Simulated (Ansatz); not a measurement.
Level of theory: Ansatz 0.2.0, DFT PBE, scalar-relativistic, plane waves, PAW. Settings: cutoff 420 eV, Γ-centred meshes spaced at most about 0.3 Å⁻¹, and about 0.25 Å⁻¹ or finer for metals (2π included), Gaussian smearing. No spin polarisation.

All energies are static (0 K, no zero-point motion).

Two forms of Hf3H4 were relaxed alike.

1. Space group Immm (No. 71), orthorhombic, a = 3.276 Å, b = 4.711 Å, c = 9.996 Å. Hf on a site of symmetry mm2 is surrounded by 6 H at 2.03–2.11 Å and 7 Hf at 3.11–3.28 Å; Hf on a site of symmetry mmm has 4 H at 2.04 Å; around H lie 4 Hf at 2.03–2.11 Å and 4 H at 2.31–2.40 Å.

2. Space group I4/mmm (No. 139), tetragonal, a = 3.298 Å, c = 14.193 Å. Around Hf on a site of symmetry 4/mmm lie 8 H at 2.03 Å; Hf on a site of symmetry 4mm is surrounded by 4 H at 2.12 Å and 4 Hf at 3.11 Å; around H lie 4 Hf at 2.03–2.12 Å and 5 H at 2.33–2.37 Å.

Question: Which form is favoured at zero pressure, and by what margin per atom?

Answer: Cell 1 is lower, by 6 meV/atom. Cell 1 has space group Immm (No. 71), 11.0 Å³/atom and no gap on its mesh; cell 2 has space group I4/mmm (No. 139), 11.0 Å³/atom and no gap. Counting H atoms around Hf (those within 1.25 times the shortest such distance or 1.15 times the sum of covalent radii, 1.27 where that leaves under three; a slash parts the counts of unlike sites), cell 1 has Hf 4/6 and cell 2 has Hf 4/8. Both come from invented guesses.

For metals, differences of a few meV/atom aren't resolved. Spin–orbit coupling, which can matter for Hf, is left out. With hydrogen, zero-point motion can shift such differences by 10 meV/atom or more. Cells relaxed within their symmetry can be saddle points.
